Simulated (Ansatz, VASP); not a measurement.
**MgI2: VASP beside Ansatz**

INCAR

```
PREC = Accurate
ENCUT = 520
EDIFF = 1E-6
ISMEAR = -1
SIGMA = 0.05
LREAL = F
LASPH = T
NELM = 60
ALGO = Normal
ISIF = 2
LWAVE = F
LCHARG = F
GGA = PS
NBANDS = 15
```

Contents of KPOINTS:

```
regular mesh
0
Gamma
  8 8 4
```

POSCAR

```
MgI2
1.0
    4.1400000000      0.0000000000      0.0000000000
   -2.0700000000      3.5853451717      0.0000000000
    0.0000000000      0.0000000000      6.8800000000
I Mg
2 1
Direct
    0.6666666667      0.3333333333      0.7500000000
    0.3333333333      0.6666666667      0.2500000000
    0.0000000000      0.0000000000      0.0000000000
```

Contents of input.yaml:

```yaml
crystal:
  lattice:
    - [4.14, 0.0, 0.0]
    - [-2.07, 3.5853451717, 0.0]
    - [0.0, 0.0, 6.88]
  atoms:
    - { symbol: I, position: [0.6666666667, 0.3333333333, 0.75] }
    - { symbol: I, position: [0.3333333333, 0.6666666667, 0.25] }
    - { symbol: Mg, position: [0.0, 0.0, 0.0] }
kpoints:
  mp_grid: { grid: [8, 8, 4] }
  band_path:
    path:
      - [0.0, 0.0, 0.0]
      - [0.5, 0.0, 0.0]
      - [0.3333333333, 0.3333333333, 0.0]
      - [0.0, 0.0, 0.0]
      - [0.0, 0.0, 0.5]
      - [0.5, 0.0, 0.5]
      - [0.3333333333, 0.3333333333, 0.5]
      - [0.0, 0.0, 0.5]
    npoints: 8
scf:
  occupations: { method: fermi_dirac, width: 0.05 }
hamiltonian:
  xc: pbesol
  pseudopotentials: { kind: all_electron, lapw: { basis_error: 0.002 } }
output:
  forces: true
  stress: true
  eigenvalues: true
```

Alike in both runs: functional PBEsol; k mesh 8 × 8 × 4; occupations fermi-dirac, width 0.05 eV; no spin polarisation.

|  | VASP | Ansatz |
| --- | --- | --- |
| version | VASP 6.6.1 | Ansatz 0.2.0 |
| potentials or method | VASP PAW PBE potentials, release 64 (I, Mg) | all-electron LAPW, scalar-relativistic |
| plane-wave cutoff (eV) | 520 | see its input |
| task | single point | band structure |

|  | VASP | Ansatz | Ansatz less VASP |
| --- | --- | --- | --- |
| gap on the k mesh at the Fermi level (eV) | 3.42 | 3.44 | +0.012 |
| least direct gap on the mesh (eV) | 3.51 | 3.52 | +0.008 |
| pressure (GPa) | -0.8 | -0.8 | +0.04 |
| largest component of the traceless stress (GPa) | 0.30 | 0.30 | +0.003 |
| rms of the force components (eV/Å) | 0.141 | 0.139 | -0.0018 |

Atom by atom the forces differ by 0.002 eV/Å (rms over components). Ansatz ran all-electron here, so the differences hold the error of VASP's frozen core and of both bases.

Caveats: spin-orbit coupling is left out, which moves the levels of the heavy elements; the cell's inner coordinates are idealised or old, which leaves forces on the atoms; this functional lacks dispersion, which binds the layers, so the pressure and a relaxed spacing across them are unreliable; the PAW data sets were made with another functional, which shifts forces and pressure a little (VASP). As with any semilocal functional, this PBEsol gap is likely too small. A k mesh can miss the band edges.
